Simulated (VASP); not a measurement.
# Ni (Im-3m) in VASP: a series of runs, part 2 of 2

VASP 6.6.1. The steps go on from the part before.

### 3 Relaxation of cell and atoms, LDA, collinear spin, ferromagnetic start

Input file INCAR:

```
  PREC = Accurate
  ENCUT = 600
  EDIFF = 1E-7
  ISMEAR = 0
  SIGMA = 0.1
  LREAL = F
  LASPH = T
  NELM = 100
  ALGO = Normal
  ISIF = 3
  LWAVE = F
  LCHARG = F
  ISPIN = 2
  MAGMOM = 1
  LORBIT = 11
  LMAXMIX = 4
  GGA = CA
  IBRION = 2
  NSW = 90
  EDIFFG = -0.005
```

Input file KPOINTS:

```
Automatic mesh
0
Gamma
  20 20 20
```

Input file POSCAR:

```
Ni
1.0
   -1.3967612200      1.3967612200      1.3967612200
    1.3967612200     -1.3967612200      1.3967612200
    1.3967612200      1.3967612200     -1.3967612200
Ni
1
Direct
    0.0000000000      0.0000000000      0.0000000000
```

Potentials or basis: VASP PAW LDA potentials, release 64 (Ni).

Launch:

```console
$ cat potpaw_LDA.64/Ni/POTCAR > POTCAR
$ mpirun -np 1 vasp_std > vasp.out
```

OUTCAR:

```text
PREC = Accurate
   ENCUT = 600
   EDIFF = 1E-7
   ISMEAR = 0
   LREAL = F
   LASPH = T
   NELM = 100
   ISIF = 3
   ISPIN = 2
   LORBIT = 11
   GGA = CA
   IBRION = 2
   NSW = 90
   EDIFFG = -0.005

 ion  position               nearest neighbor table
   1  0.000  0.000  0.000-

  LATTYP: Found a body centered cubic cell.
 ALAT       =     2.7935224400

  Lattice vectors:

 A1 = (  -1.3967612200,   1.3967612200,   1.3967612200)
 A2 = (   1.3967612200,  -1.3967612200,   1.3967612200)
 A3 = (   1.3967612200,   1.3967612200,  -1.3967612200)

Analysis of symmetry for initial positions (statically):
=====================================================================
 Subroutine PRICEL returns:
 Original cell was already a primitive cell.

[... 998 lines left out ...]

 number of electron      10.0000005 magnetization       0.0000000

 Free energy of the ion-electron system (eV)
  ---------------------------------------------------
  ext. energy  EPLUGINS =         0.00000000
  ---------------------------------------------------
  free energy    TOTEN  =        -6.48666101 eV

  energy without entropy =       -6.47865266  energy(sigma->0) =       -6.48265683

 E-fermi :  10.0551     XC(G=0): -14.0995

 val. band max:       10.0448229405   @ k =  -0.4000  -0.4500   0.1500
 cond. band min:      10.0611052538   @ k =  -0.4000   0.4000   0.2500
 fundamental gap:      0.0162823133
 Fermi energy:        10.0551177256

 spin component 1

 k-point     1 :       0.0000    0.0000    0.0000
  band No.  band energies     occupation
      1       0.7020      1.00000
      2       7.9163      1.00000
      3       7.9163      1.00000
      4       7.9163      1.00000
      5       9.4601      1.00000
      6       9.4601      1.00000
      7      37.4661      0.00000
      8      37.4661      0.00000
      9      37.4661      0.00000
     10      42.9764      0.00000
[... 643 lines left out ...]
  FREE ENERGIE OF THE ION-ELECTRON SYSTEM (eV)
  ---------------------------------------------------
  free  energy   TOTEN  =        -6.4866610067 eV

  energy  without entropy=       -6.4786526564  energy(sigma->0) =       -6.48265683

 reached required accuracy - stopping structural energy minimisation

 total charge

# of ion       s       p       d       tot
------------------------------------------
    1        0.528   0.563   8.389   9.479

 magnetization (x)

# of ion       s       p       d       tot
------------------------------------------
    1       -0.000  -0.000   0.000   0.000
```

OSZICAR:

```text
N       E                     dE             d eps       ncg     rms          rms(c)
DAV:   1     0.280807230990E+02    0.28081E+02   -0.52586E+03 10436   0.144E+03
DAV:   2    -0.669242940538E+01   -0.34773E+02   -0.33208E+02 10392   0.181E+02
DAV:   3    -0.747227424480E+01   -0.77984E+00   -0.77205E+00 11376   0.331E+01
[... 48 lines left out ...]
       N       E                     dE             d eps       ncg     rms          rms(c)
DAV:   1    -0.648667808983E+01   -0.18002E-04   -0.25224E-04 11008   0.266E-01    0.347E-02
DAV:   2    -0.648666643111E+01    0.11659E-04   -0.23323E-04 11212   0.224E-01    0.160E-02
DAV:   3    -0.648666145345E+01    0.49777E-05   -0.34559E-05 11024   0.913E-02    0.493E-03
DAV:   4    -0.648666100367E+01    0.44979E-06   -0.65545E-07 11224   0.582E-03    0.683E-04
DAV:   5    -0.648666100669E+01   -0.30291E-08   -0.55420E-09  5156   0.727E-04
   6 F= -.64866610E+01 E0= -.64826568E+01  d E =-.162709E-05  mag=     0.0000
```

Run time: 2.1 min. Hardware: 1 thread of Intel Xeon Platinum 8488C (Sapphire Rapids), shared host; peak memory 0.18 GiB.

Results:

* Free energy: -6.4867 eV
* Relaxed volume: 10.03 Å³/atom
* Relaxed cell: a = 2.353 Å, b = 2.353 Å, c = 2.353 Å, α = 109.47°, β = 109.47°, γ = 109.47°
* Space group after relaxing (to 0.05 Å): Im-3m (No. 229)
* Energy gained by relaxing: 47.6 meV/atom
* Ionic steps: 6
* Pressure after relaxing: 0.0 GPa
* Band gap on the k mesh: none (metal or under the smearing width)
* Net moment: 0.00 μB per cell
* Valence electrons inside the program's atomic spheres: Ni 9.48

The path:
```tsv
step	energy change (eV)	largest force (eV/Å)	pressure (GPa)	volume (Å³)
1	0.0000	0.0000	-15.71	10.90
2	0.0009	0.0000	22.91	9.30
3	-0.0476	0.0000	-0.31	10.04
4	-0.0476	0.0000	0.10	10.02
5	-0.0476	0.0000	-0.09	10.03
6	-0.0476	0.0000	-0.01	10.03
```

Final structure:
```cif
data_structure
_symmetry_space_group_name_H-M 'P 1'
_symmetry_Int_Tables_number 1
_cell_length_a 2.3530
_cell_length_b 2.3530
_cell_length_c 2.3530
_cell_angle_alpha 109.471
_cell_angle_beta 109.471
_cell_angle_gamma 109.471
_cell_volume 10.03
loop_
_atom_site_label
_atom_site_type_symbol
_atom_site_fract_x
_atom_site_fract_y
_atom_site_fract_z
_atom_site_occupancy
Ni1 Ni 0.00000 0.00000 0.00000 1
```

### 4 Relaxation of cell and atoms, PBE, collinear spin, ferromagnetic start

INCAR: that of step 3 with these lines changed.

```diff
@@ -16,3 +16,3 @@
   LMAXMIX = 4
-  GGA = CA
+  GGA = PE
   IBRION = 2
```

KPOINTS is that of step 3.

POSCAR is that of step 3.

Potentials or basis: VASP PAW PBE potentials, release 64 (Ni).

Launch:

```console
$ cat potpaw_PBE.64/Ni/POTCAR > POTCAR
$ mpirun -np 1 vasp_std > vasp.out
```

Wall time 79 s (1 thread of Intel Xeon Platinum 8488C (Sapphire Rapids), shared host); peak memory 0.18 GiB.

It converged, with:

```
Free energy                                           : -5.3797 eV
Relaxed volume                                        : 10.98 Å³/atom
Relaxed cell                                          : a = 2.425 Å, b = 2.425 Å, c = 2.425 Å, α = 109.47°, β = 109.47°, γ = 109.47°
Space group after relaxing (to 0.05 Å)                : Im-3m (No. 229)
Energy gained by relaxing                             : 0.4 meV/atom
Ionic steps                                           : 3
Pressure after relaxing                               : 0.0 GPa
Band gap on the k mesh                                : none (metal or under the smearing width)
Net moment                                            : 0.57 μB per cell
Site moments                                          : Ni +0.58 μB
Valence electrons inside the program's atomic spheres : Ni 9.30
```

The path:
| step | energy change (eV) | largest force (eV/Å) | pressure (GPa) | volume (Å³) |
| --- | --- | --- | --- | --- |
| 1 | 0.0000 | 0.0000 | 1.42 | 10.90 |
| 2 | -0.0001 | 0.0000 | -1.23 | 11.05 |
| 3 | -0.0004 | 0.0000 | 0.01 | 10.98 |

Final structure:
```
CELL_PARAMETERS angstrom
-1.40016 1.40016 1.40016
1.40016 -1.40016 1.40016
1.40016 1.40016 -1.40016
ATOMIC_POSITIONS crystal
Ni 0.00000 0.00000 0.00000
```

Levels at points of the mesh, in eV from the Fermi level:
Spin up:
| k point | band 3 | band 4 | band 5 | band 6 | band 7 | band 8 |
| --- | --- | --- | --- | --- | --- | --- |
| (0.00, 0.00, 0.00) | -2.28 | -2.28 | -0.87 | -0.87 | 26.36 | 26.36 |
| (0.50, 0.00, 0.00) | -0.95 | -0.72 | -0.08 | 0.29 | 6.41 | 19.03 |
| (0.50, 0.50, 0.50) | -0.29 | -0.29 | -0.29 | 9.73 | 9.73 | 9.73 |
Spin down:
| k point | band 1 | band 2 | band 3 | band 4 | band 5 | band 6 | band 7 | band 8 | band 9 | band 10 |
| --- | --- | --- | --- | --- | --- | --- | --- | --- | --- | --- |
| (0.00, 0.00, 0.00) | -8.84 | -1.58 | -1.58 | -1.58 | -0.39 | -0.39 | 26.26 | 26.26 | 26.26 | 31.12 |
| (0.50, 0.00, 0.00) | -4.19 | -2.54 | -0.39 | -0.22 | 0.26 | 0.72 | 6.77 | 18.96 | 20.01 | 23.79 |
| (0.50, 0.50, 0.50) | -3.79 | -3.79 | 0.50 | 0.50 | 0.50 | 9.76 | 9.76 | 9.76 | 15.68 | 15.68 |

### 5 Overview

```csv
level,potentials or basis,gap on the mesh (eV),pressure (GPa),moment (μB),relaxed volume (Å³/atom)
PBEsol,"VASP PAW PBE potentials, release 64 (Ni)",none,0.0,0.54,10.46
LDA,"VASP PAW LDA potentials, release 64 (Ni)",none,0.0,0.00,10.03
PBE,"VASP PAW PBE potentials, release 64 (Ni)",none,0.0,0.57,10.98
```

Alike in all rows: task relaxation of cell and atoms; spin collinear, ferromagnetic start; cell relaxed; k mesh 20 × 20 × 20; cutoff (eV) 600; smearing gaussian 0.1 eV.

Caveats: the PAW data sets were made with another functional, which shifts forces and pressure a little (some runs).

Total energies depend on the potentials used, so only differences within one code and one set of settings carry meaning.
